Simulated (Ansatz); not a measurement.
The system is Al.

```
Al
1.0
    -0.02046    1.97065    2.04383
     2.00266    0.00997    2.01341
     2.05929    1.99687   -0.04667
Al
1
Direct
  0.00000 0.00000 0.00000
```

The cell isn't the ideal one: cell sheared at random, sigma 0.03, atoms nudged by 0.01 Å.

```yaml
Program: Ansatz 0.2.0
Task: relaxation of cell and atoms
Functional: RPBE
Dispersion: D4
Potentials_or_basis: Ansatz PAW
Cutoff: "420 eV (not typed: the program's choice for these potentials)"
k_mesh: 11 × 11 × 11
Occupations: fermi-dirac, width 0.05 eV
Spin: no spin polarisation
```

At the start: volume 16.57 Å³/atom.

Problem. How do energy, volume and symmetry change on relaxing?

Solution. It ends after 12 steps and the volume is 15.60 Å³/atom (-5.8 %); space group Fm-3m (No. 225, to 0.05 Å).

Step by step:
```tsv
step	energy change (eV)	largest force (eV/Å)	volume (Å³)
1	0.0000	0.0000	16.57
2	-0.0196	0.0000	15.41
3	-0.0204	0.0000	15.61
4	-0.0205	0.0000	15.62
5	-0.0206	0.0000	15.61
6	-0.0207	0.0000	15.61
7	-0.0207	0.0000	15.61
8	-0.0207	0.0000	15.60
9	-0.0207	0.0000	15.61
10	-0.0204	0.0000	15.61
11	-0.0204	0.0000	15.60
12	-0.0204	0.0000	15.60
```

Final structure:
```yaml
crystal:
  lattice:
    - [-0.01373, 1.98992, 1.98985]
    - [1.97619, 0.00006, 1.97620]
    - [1.97716, 1.97639, -0.00091]
  atoms:
    - { symbol: Al, position: [0.00000, 0.00000, 0.00000] }
```

Caveat: the plane-wave basis is chosen anew once the cell has moved, so the energies of steps on either side of that aren't comparable; pairwise dispersion overbinds metals, which lowers pressure and volume; the PAW data sets come from PBE, with cores solved anew for the run's functional, which leaves a small shift of forces and pressure.
